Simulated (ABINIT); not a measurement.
# SiC (F-43m): G0W0 in ABINIT against the k mesh, part 2 of 2

Aim: move the k mesh of a G0W0 run on SiC (F-43m) over a wide range.

ABINIT 10.8.3; PBE and many-body steps on it, plane waves. Known limits of the many-body steps: not at the basis limit.

So far. Step 5 (Empty states on the mesh, 10×10×10 mesh, 107 bands): On this mesh the gap is 1.361 eV. Step 6 (Screening, 4×4×4 mesh, 99 bands, screening to 261.2 eV): Local fields lower ε∞ by 8 %. On a Γ-centred mesh this coarse the value itself is usually too large, while a short band sum pulls it down.

## Step 8: Screening, 6×6×6 mesh, 99 bands, screening to 261.2 eV

This step: RPA screening on PBE, plane waves, norm-conserving pseudopotentials.

run.abi reads:

```
acell 3*1.0 Angstrom
rprim 
  -0.000000000000 2.179000000000 2.179000000000
  2.179000000000 0.000000000000 2.179000000000
  2.179000000000 2.179000000000 -0.000000000000
ntypat 2
znucl 14 6
natom 2
typat 1 2
xred 
  0.000000000000 0.000000000000 0.000000000000
  0.250000000000 0.250000000000 0.250000000000
pp_dirpath "pseudos"
pseudos "Si.upf, C.upf"
ecut 37
ngkpt 6 6 6
nshiftk 1
shiftk 0 0 0
kptopt 1
chksymbreak 0
istwfk *1
occopt 1
irdwfk 1
optdriver 3
nband 99
ecuteps 9.6
inclvkb 2
awtr 1
symchi 1
indata_prefix "in"
outdata_prefix "out"
tmpdata_prefix "tmp"
```

Launch:

```bash
> OMP_NUM_THREADS=1 mpirun -n 4 abinit run.abi > log
```

The log of the run:

```text
.Version 10.8.3 of ABINIT. v10.8.2 released Aug 2026.

 Symmetries : space group F-4 3 m (#216); Bravais cF (face-center cubic)
[... echo of the input left out ...]
== DATASET  1 ==================================================================
-   mpi_nproc: 4, omp_nthreads: 1 (-1 if OMP is not activated)

--- !DatasetInfo
iteration_state: {dtset: 1, }
dimensions: {natom: 2, nkpt: 16, mband: 99, nsppol: 1, nspinor: 1, nspden: 1, mpw: 1524, }
cutoff_energies: {ecut:  37.0, pawecutdg:  -1.0, }
electrons: {nelect:   8.00000000E+00, charge:   0.00000000E+00, occopt:   1.00000000E+00, tsmear:   1.00000000E-02, }

 SCREENING: Calculation of the susceptibility and dielectric matrices

 Based on a program developped by R.W. Godby, V. Olevano, G. Onida, and L. Reining.
 Incorporated in ABINIT by V. Olevano, G.-M. Rignanese, and M. Torrent.
.Using double precision arithmetic ; gwpc =  8

[... cell and pseudopotentials left out ...]
--------------------------------------------------------------------------------

 ==== K-mesh for the wavefunctions ====
 Number of points in the irreducible wedge :    16
[... list of points left out ...]
 Together with 24 symmetry operations and time-reversal symmetry
 yields   216 points in the full Brillouin Zone.

 ==== Q-mesh for the screening function ====
 Number of points in the irreducible wedge :    16
[... list of points left out ...]
 Together with 24 symmetry operations and time-reversal symmetry
 yields   216 points in the full Brillouin Zone.

 setmesh: FFT mesh size selected  =    24x   24x   24
          total number of points  =        13824

 vcoul_init : cutoff-mode = AUXILIARY_FUNCTION
 q-points for optical limit:   1
     1)      0.000010    0.000020    0.000030

- screening: taking advantage of time-reversal symmetry
- Maximum band index for partially occupied states nbvw = 4
- Remaining bands to be divided among processors   nbcw = 95
- Number of bands treated by each node ~23

 Number of electrons calculated from density =    8.0000; Expected =    8.0000
 average of density, n =  0.057292
 r_s =    1.6092
 omega_plasma =   23.0888 [eV]

 calculating chi0 at frequencies [eV] :
  1    0.000000E+00    0.000000E+00
  2    0.000000E+00    2.308880E+01

--------------------------------------------------------------------------------
  q-point number  1        q = ( 0.000000, 0.000000, 0.000000) [r.l.u.]
--------------------------------------------------------------------------------
[... chi0 elements left out ...]
 For q-point:  0.000010 0.000020 0.000030
  dielectric constant =   7.0819
  dielectric constant without local fields =   7.7434

  Average fulfillment of the sum rule on Im[epsilon] for q-point    1 :     91.28  [%]
[... wings left out ...]
  q-point number  2        q = ( 0.166667, 0.000000, 0.000000) [r.l.u.]
--------------------------------------------------------------------------------
[... chi0 elements left out ...]
  Average fulfillment of the sum rule on Im[epsilon] for q-point    2 :     95.93  [%]

 [... 14 further q-points ...]
```

Elapsed: 57 s, on 4 MPI ranks of Intel Xeon 6975P-C (Granite Rapids), shared host; peak memory 0.78 GiB.

Numbers from this step:

```yaml
eps_infinity_with_local_fields_on_this_mesh_along_the_program_s_q_direction: 7.082
the_same_without_local_fields: 7.743
plasma_frequency: 23.09 eV
plane_waves_in_the_screening_matrix: 181
```

## Step 9: 6×6×6

The self-energy is evaluated for the states that the input lists, and the levels follow from it, in one-shot runs by the linearised quasiparticle equation.

This step: G0W0 on PBE, plane waves, norm-conserving pseudopotentials.

Edit run.abi of step 8 so:

```diff
@@ -23,8 +23,17 @@
 irdwfk 1
-optdriver 3
+optdriver 4
 nband 99
+gwcalctyp 0
+ecutsigx 37
+symsigma 1
+nkptgw 2
+kptgw 
+  0.0000000000 0.0000000000 0.0000000000
+  0.5000000000 0.5000000000 0.0000000000
+bdgw 
+  2 8
+  3 6
 ecuteps 9.6
-inclvkb 2
-awtr 1
-symchi 1
+irdscr 1
+ppmodel 1
 indata_prefix "in"
```

The log of the run:

```text
.Version 10.8.3 of ABINIT. v10.8.2 released Aug 2026.

 Symmetries : space group F-4 3 m (#216); Bravais cF (face-center cubic)
[... echo of the input left out ...]
== DATASET  1 ==================================================================
-   mpi_nproc: 4, omp_nthreads: 1 (-1 if OMP is not activated)

--- !DatasetInfo
iteration_state: {dtset: 1, }
dimensions: {natom: 2, nkpt: 16, mband: 99, nsppol: 1, nspinor: 1, nspden: 1, mpw: 1524, }
cutoff_energies: {ecut:  37.0, pawecutdg:  -1.0, }
electrons: {nelect:   8.00000000E+00, charge:   0.00000000E+00, occopt:   1.00000000E+00, tsmear:   1.00000000E-02, }

 SIGMA: Calculation of the GW corrections

 Based on a program developped by R.W. Godby, V. Olevano, G. Onida, and L. Reining.
 Incorporated in ABINIT by V. Olevano, G.-M. Rignanese, and M. Torrent.
.Using double precision arithmetic ; gwpc =  8

[... cell and pseudopotentials left out ...]
--------------------------------------------------------------------------------

 ==== K-mesh for the wavefunctions ====
 Number of points in the irreducible wedge :    16
[... list of points left out ...]
 Together with 24 symmetry operations and time-reversal symmetry
 yields   216 points in the full Brillouin Zone.

 ==== Q-mesh for screening function ====
 Number of points in the irreducible wedge :    16
[... list of points left out ...]
 Together with 24 symmetry operations and time-reversal symmetry
 yields   216 points in the full Brillouin Zone.

 vcoul_init : cutoff-mode = AUXILIARY_FUNCTION
 q-points for optical limit:   1
     1)      0.000010    0.000020    0.000030
 setmesh: FFT mesh size selected  =    32x   32x   32
          total number of points  =        32768

 Number of electrons calculated from density =    8.0000; Expected =    8.0000
[...]
number of omega for Sigma on real axis              0
 max omega for Sigma on real axis  [eV]           0.00
 zcut for avoiding poles [eV]                     0.10

 EPSILON^-1 parameters (SCR file):
 dimension of the eps^-1 matrix on file            181
 dimension of the eps^-1 matrix used               181
 number of plane-waves for wavefunctions          1459
 number of bands                                    99
 number of q-points in IBZ                          16
 number of frequencies                               2
 number of real frequencies                          1
 number of imag frequencies                          1

 matrix elements of self-energy operator (all in [eV])

 Perturbative Calculation

--- !SelfEnergy_ee
iteration_state: {dtset: 1, }
kpoint     : [   0.000,    0.000,    0.000, ]
spin       : 1
KS_gap     :    6.223
QP_gap     :    7.131
Delta_QP_KS:    0.908
data: !SigmaeeData |
     Band     E0 <VxcDFT>   SigX SigC(E0)      Z dSigC/dE  Sig(E)    E-E0       E
        2   6.835 -14.930 -17.579   1.918   0.792  -0.262 -15.509  -0.580   6.255
        3   6.835 -14.930 -17.579   1.918   0.792  -0.262 -15.509  -0.580   6.255
        4   6.835 -14.930 -17.579   1.918   0.792  -0.262 -15.509  -0.580   6.255
[...]
--- !SelfEnergy_ee
iteration_state: {dtset: 1, }
kpoint     : [   0.500,    0.500,    0.000, ]
spin       : 1
KS_gap     :    4.553
QP_gap     :    5.587
Delta_QP_KS:    1.034
data: !SigmaeeData |
     Band     E0 <VxcDFT>   SigX SigC(E0)      Z dSigC/dE  Sig(E)    E-E0       E
[...]
5   8.196 -10.505  -6.372  -3.955   0.820  -0.220 -10.359   0.146   8.343
        6  11.168 -10.770  -5.961  -4.423   0.822  -0.216 -10.453   0.317  11.485

== END DATASET(S) ==============================================================
================================================================================

 -outvars: echo values of variables after computation  --------
           etotal      0.0000000000E+00
            nband          99
             nkpt          16
          spgroup         216
 [... the other variables as echoed above ...]

 Calculation completed.
```

Run time: 14 s. Hardware: 4 MPI ranks; peak memory 0.83 GiB; 54 s of CPU time.

This step gave:

```
G0W0 gap on the points computed              : 2.088 eV
starting gap on the mesh                     : 1.361 eV
k of the valence top                         : 0, 0, 0
k of the conduction bottom                   : 0.5, 0.5, 0
Z at the valence top                         : 0.792
Z at the conduction bottom                   : 0.82
least direct G0W0 gap on the computed points : 5.587 eV
```

The gap on the mesh goes from 1.36 eV to 2.09 eV, a correction of +0.73 eV.

## Step 10: Screening, 8×8×8 mesh, 99 bands, screening to 261.2 eV

This step: RPA screening on PBE, plane waves, norm-conserving pseudopotentials.

Edit run.abi of step 9 so:

```diff
@@ -15,3 +15,3 @@
 ecut 37
-ngkpt 6 6 6
+ngkpt 8 8 8
 nshiftk 1
@@ -23,17 +23,8 @@
 irdwfk 1
-optdriver 4
+optdriver 3
 nband 99
-gwcalctyp 0
-ecutsigx 37
-symsigma 1
-nkptgw 2
-kptgw 
-  0.0000000000 0.0000000000 0.0000000000
-  0.5000000000 0.5000000000 0.0000000000
-bdgw 
-  2 8
-  3 6
 ecuteps 9.6
-irdscr 1
-ppmodel 1
+inclvkb 2
+awtr 1
+symchi 1
 indata_prefix "in"
```

The log of the run:

```text
.Version 10.8.3 of ABINIT. v10.8.2 released Aug 2026.

 Symmetries : space group F-4 3 m (#216); Bravais cF (face-center cubic)
[... echo of the input left out ...]
== DATASET  1 ==================================================================
-   mpi_nproc: 4, omp_nthreads: 1 (-1 if OMP is not activated)

--- !DatasetInfo
iteration_state: {dtset: 1, }
dimensions: {natom: 2, nkpt: 29, mband: 99, nsppol: 1, nspinor: 1, nspden: 1, mpw: 1524, }
cutoff_energies: {ecut:  37.0, pawecutdg:  -1.0, }
[...]
--------------------------------------------------------------------------------
[... chi0 elements left out ...]
 For q-point:  0.000010 0.000020 0.000030
  dielectric constant =   6.6705
  dielectric constant without local fields =   7.3103

  Average fulfillment of the sum rule on Im[epsilon] for q-point    1 :     91.29  [%]
[... wings left out ...]
  q-point number  2        q = ( 0.125000, 0.000000, 0.000000) [r.l.u.]
--------------------------------------------------------------------------------
[... chi0 elements left out ...]
  Average fulfillment of the sum rule on Im[epsilon] for q-point    2 :     96.31  [%]

 [... 27 further q-points ...]
```

It took 4.3 min on 4 MPI ranks; peak memory 1.2 GiB.

This step gave:

```yaml
eps_infinity_with_local_fields_on_this_mesh_along_the_program_s_q_direction: 6.670
the_same_without_local_fields: 7.310
plasma_frequency: 23.09 eV
plane_waves_in_the_screening_matrix: 181
```

## Step 11: 8×8×8

This step: G0W0 on PBE, plane waves, norm-conserving pseudopotentials.

Edit run.abi of step 10 so:

```diff
@@ -23,8 +23,17 @@
 irdwfk 1
-optdriver 3
+optdriver 4
 nband 99
+gwcalctyp 0
+ecutsigx 37
+symsigma 1
+nkptgw 2
+kptgw 
+  0.0000000000 0.0000000000 0.0000000000
+  0.5000000000 0.5000000000 0.0000000000
+bdgw 
+  2 8
+  3 6
 ecuteps 9.6
-inclvkb 2
-awtr 1
-symchi 1
+irdscr 1
+ppmodel 1
 indata_prefix "in"
```

The log of the run:

```text
.Version 10.8.3 of ABINIT. v10.8.2 released Aug 2026.

 Symmetries : space group F-4 3 m (#216); Bravais cF (face-center cubic)
[... echo of the input left out ...]
== DATASET  1 ==================================================================
-   mpi_nproc: 4, omp_nthreads: 1 (-1 if OMP is not activated)

--- !DatasetInfo
iteration_state: {dtset: 1, }
dimensions: {natom: 2, nkpt: 29, mband: 99, nsppol: 1, nspinor: 1, nspden: 1, mpw: 1524, }
cutoff_energies: {ecut:  37.0, pawecutdg:  -1.0, }
[...]
Band     E0 <VxcDFT>   SigX SigC(E0)      Z dSigC/dE  Sig(E)    E-E0       E
[...]
5   8.196 -10.510  -6.435  -3.900   0.820  -0.219 -10.367   0.143   8.339
        6  11.168 -10.772  -5.999  -4.390   0.823  -0.216 -10.457   0.316  11.484

== END DATASET(S) ==============================================================
================================================================================

 -outvars: echo values of variables after computation  --------
           etotal      0.0000000000E+00
            nband          99
             nkpt          29
          spgroup         216
 [... the other variables as echoed above ...]

 Calculation completed.
```

Run time: 23 s. Hardware: 4 MPI ranks; peak memory 1.3 GiB; 90 s of CPU time.

Numbers from this step:

```
G0W0 gap on the points computed              : 2.092 eV
starting gap on the mesh                     : 1.361 eV
k of the valence top                         : 0, 0, 0
k of the conduction bottom                   : 0.5, 0.5, 0
least direct G0W0 gap on the computed points : 5.589 eV
```

Against the run before, the gap moves by +0.004 eV.

## Step 12: Screening, 10×10×10 mesh, 99 bands, screening to 261.2 eV

This step: RPA screening on PBE, plane waves, norm-conserving pseudopotentials.

Edit run.abi of step 11 so:

```diff
@@ -15,3 +15,3 @@
 ecut 37
-ngkpt 8 8 8
+ngkpt 10 10 10
 nshiftk 1
@@ -23,17 +23,8 @@
 irdwfk 1
-optdriver 4
+optdriver 3
 nband 99
-gwcalctyp 0
-ecutsigx 37
-symsigma 1
-nkptgw 2
-kptgw 
-  0.0000000000 0.0000000000 0.0000000000
-  0.5000000000 0.5000000000 0.0000000000
-bdgw 
-  2 8
-  3 6
 ecuteps 9.6
-irdscr 1
-ppmodel 1
+inclvkb 2
+awtr 1
+symchi 1
 indata_prefix "in"
```

The log of the run:

```text
.Version 10.8.3 of ABINIT. v10.8.2 released Aug 2026.

 Symmetries : space group F-4 3 m (#216); Bravais cF (face-center cubic)
[... echo of the input left out ...]
== DATASET  1 ==================================================================
-   mpi_nproc: 4, omp_nthreads: 1 (-1 if OMP is not activated)

--- !DatasetInfo
iteration_state: {dtset: 1, }
dimensions: {natom: 2, nkpt: 47, mband: 99, nsppol: 1, nspinor: 1, nspden: 1, mpw: 1524, }
cutoff_energies: {ecut:  37.0, pawecutdg:  -1.0, }
[...]
--------------------------------------------------------------------------------
[... chi0 elements left out ...]
 For q-point:  0.000010 0.000020 0.000030
  dielectric constant =   6.5653
  dielectric constant without local fields =   7.2008

  Average fulfillment of the sum rule on Im[epsilon] for q-point    1 :     91.29  [%]
[... wings left out ...]
  q-point number  2        q = ( 0.100000, 0.000000, 0.000000) [r.l.u.]
--------------------------------------------------------------------------------
[... chi0 elements left out ...]
  Average fulfillment of the sum rule on Im[epsilon] for q-point    2 :     96.50  [%]

 [... 45 further q-points ...]
```

It took 15 min on 4 MPI ranks; peak memory 1.9 GiB.

This step gave:

```
ε∞ with local fields, on this mesh, along the program's q direction : 6.565
the same without local fields                                       : 7.201
plasma frequency                                                    : 23.09 eV
plane waves in the screening matrix                                 : 181
```

## Step 13: 10×10×10

This step: G0W0 on PBE, plane waves, norm-conserving pseudopotentials.

Edit run.abi of step 12 so:

```diff
@@ -23,8 +23,17 @@
 irdwfk 1
-optdriver 3
+optdriver 4
 nband 99
+gwcalctyp 0
+ecutsigx 37
+symsigma 1
+nkptgw 2
+kptgw 
+  0.0000000000 0.0000000000 0.0000000000
+  0.5000000000 0.5000000000 0.0000000000
+bdgw 
+  2 8
+  3 6
 ecuteps 9.6
-inclvkb 2
-awtr 1
-symchi 1
+irdscr 1
+ppmodel 1
 indata_prefix "in"
```

The log of the run:

```text
.Version 10.8.3 of ABINIT. v10.8.2 released Aug 2026.

 Symmetries : space group F-4 3 m (#216); Bravais cF (face-center cubic)
[... echo of the input left out ...]
== DATASET  1 ==================================================================
-   mpi_nproc: 4, omp_nthreads: 1 (-1 if OMP is not activated)

--- !DatasetInfo
iteration_state: {dtset: 1, }
dimensions: {natom: 2, nkpt: 47, mband: 99, nsppol: 1, nspinor: 1, nspden: 1, mpw: 1524, }
cutoff_energies: {ecut:  37.0, pawecutdg:  -1.0, }
[...]
Band     E0 <VxcDFT>   SigX SigC(E0)      Z dSigC/dE  Sig(E)    E-E0       E
[...]
5   8.196 -10.510  -6.458  -3.881   0.821  -0.219 -10.370   0.140   8.337
        6  11.168 -10.773  -6.011  -4.379   0.823  -0.216 -10.458   0.315  11.483

== END DATASET(S) ==============================================================
================================================================================

 -outvars: echo values of variables after computation  --------
           etotal      0.0000000000E+00
            nband          99
             nkpt          47
          spgroup         216
 [... the other variables as echoed above ...]

 Calculation completed.
```

Wall time 39 s (4 MPI ranks); peak memory 1.9 GiB; 2.6 min of CPU time.

Numbers from this step:

```yaml
g0w0_gap_on_the_points_computed: 2.091 eV
starting_gap_on_the_mesh: 1.361 eV
k_of_the_valence_top: 0, 0, 0
k_of_the_conduction_bottom: 0.5, 0.5, 0
least_direct_g0w0_gap_on_the_computed_points: 5.59 eV
```

Against the run before, the gap moves by −0.001 eV.

## Step 14: The runs together

Times are wall times on 4 MPI ranks of Intel Xeon 6975P-C (Granite Rapids), shared host, good to a factor of about two. A run's time includes the screening step that it read.

```
     run      mesh  bands  screening cutoff (eV)  DFT gap (eV)  gap on the mesh (eV)  direct (eV)  ε∞ used     time
   4×4×4     4×4×4     99                  261.2         1.361                 2.055        5.556     8.71     17 s
   6×6×6     6×6×6     99                  261.2         1.361                 2.088        5.587     7.08     70 s
   8×8×8     8×8×8     99                  261.2         1.361                 2.092        5.589     6.67  4.7 min
10×10×10  10×10×10     99                  261.2         1.361                 2.091        5.590     6.57   16 min
```

## Step 15: Summary of results

```
4×4×4        : 2.055 eV
6×6×6        : 2.088 eV
8×8×8        : 2.092 eV
10×10×10     : 2.091 eV
known limits : not at the basis limit; coarse k mesh
```

What this shows: The setting moved: k mesh. From 4×4×4 to 10×10×10 the gap moves by +0.04 eV, for 56 times the time. It holds to 0.03 eV from 6×6×6 on. Bands and screening cutoff are coupled, so a series along one setting does not show full convergence. Bands and cutoff are finite, so the gap is not at the basis limit. The miss can reach some tenths of an eV and take either sign; the mesh is an error of its own. In the G0W0 runs levels were corrected at 2 k points alone, so a gap called «on the mesh» is the least over those, and an edge elsewhere would be missed. The 4×4×4 mesh is coarse for this cell, which bears on the long-range parts of exchange and screening.

[Paths, hosts, dates, memory and timing lines, banners, echoed tables and standing remarks are left out of the program output.]

[Logs are printed without paths, hosts, clocks, repeated set-up lines and the standing remarks that a program may print on its own settings, such as how far it seeks lower states.]

[Runs of the session that timed out or met a known fault of the program may be left out.]

[Hosts, paths, dates, database ids (printed as entryN), source tags and the programs' standing remarks are cut or masked in the printed files.]

[G0W0 gaps are taken among the corrected bands and points alone; a level outside them can change the order at an edge.]

[Where Ansatz stands beside ABINIT at settings called matched, ABINIT's density can come from a denser mesh and the files from another edition; pairs whose starting gaps differed by over 0.03 eV were left out, so agreement reads better than it is.]
